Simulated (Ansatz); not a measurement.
ZrB2:

```xyz
3
Lattice="3.1700 0.0000 0.0000 -1.5850 2.7453 0.0000 0.0000 0.0000 3.5330" Properties=species:S:1:pos:R:3 pbc="T T T"
Zr    0.0000    0.0000    0.0000
B     1.5850    0.9151    1.7665
B     0.0000    1.8302    1.7665
```

Base run:

* Program: Ansatz 0.2.0
* Functional: revPBE
* Potentials or basis: Ansatz PAW
* Cutoff: 420 eV
* Density cutoff: 1680 eV
* k mesh: 10 × 10 × 8
* Occupations: fermi-dirac, width 0.05 eV
* Spin: no spin polarisation

Its results: band gap on the k mesh none (metal or under the smearing width); pressure 3.5 GPa.

Problem. After a change of settings the same cell gave: band gap on the k mesh none (metal or under the smearing width); pressure 0.8 GPa. Which change was it?
A. functional from revPBE to LDA; occupations from fermi-dirac, width 0.05 eV to gaussian, width 0.1 eV
B. functional from revPBE to r2SCAN; cutoff from 420 eV to 500 eV; density cutoff from 1680 eV to 2000 eV
C. functional from revPBE to PBEsol
D. functional from revPBE to BLYP

Solution. B.

Caveats: the PAW data sets come from PBE, with cores solved anew for the run's functional, which leaves a small shift of forces and pressure; the potentials were made for another functional, which shifts forces and pressure (some runs).

Not every run made on this cell is shown here.
